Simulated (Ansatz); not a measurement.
## What a change of settings does to a run on C

The structure comes from a relaxation in the same program, started in the sc type. Whether it is a known phase or the ground state wasn't checked. The listed cell was then made from it by scaling, straining or moving an atom.

First run: DFT, PBE, all-electron PAW with datasets made for the crystal, scalar-relativistic (Ansatz 0.2.0).

Command: `ansatz run input.yaml --threads 1 --pin off --max-ram 2048MiB --backend cpu --events-out ev --progress --plain --runs-dir out` The run took 1.5 s on 1 thread of Intel(R) Xeon(R) Platinum 8488C (Sapphire Rapids), with other jobs on the host, peak memory 0.35 GiB.

```yaml
crystal:
  lattice:
    - [1.7515661725, 0.0, 0.0]
    - [0.0, 1.7515661725, 0.0]
    - [0.0, 0.0, 1.7515661725]
  atoms:
    - { symbol: C, position: [0.0, 0.0, 0.0] }
kpoints:
  mp_grid: { grid: [15, 15, 15] }
scf:
  occupations: { method: fermi_dirac, width: 0.03 }
hamiltonian:
  xc: pbe
  pseudopotentials: { kind: all_electron, datasets: crystal }
output:
  forces: true
  stress: true
  eigenvalues: true
  efg: { contact_densities: true }
```

Result: converged; pressure 13.21 GPa; no gap on the k mesh; 6 SCF iterations.

The input is then changed:

```diff
@@ -9,5 +9,5 @@
   mp_grid: { grid: [15, 15, 15] }
 scf:
-  occupations: { method: fermi_dirac, width: 0.03 }
+  occupations: { method: methfessel_paxton, width: 0.2 }
 hamiltonian:
   xc: pbe
```

(1) What does the second run give?

Results:

(1) It converged; energy at zero smearing 0.0 meV/atom from the first run; pressure 13.34 GPa; no gap on the k mesh; 6 SCF iterations. Some of these settings are too coarse for converged properties.
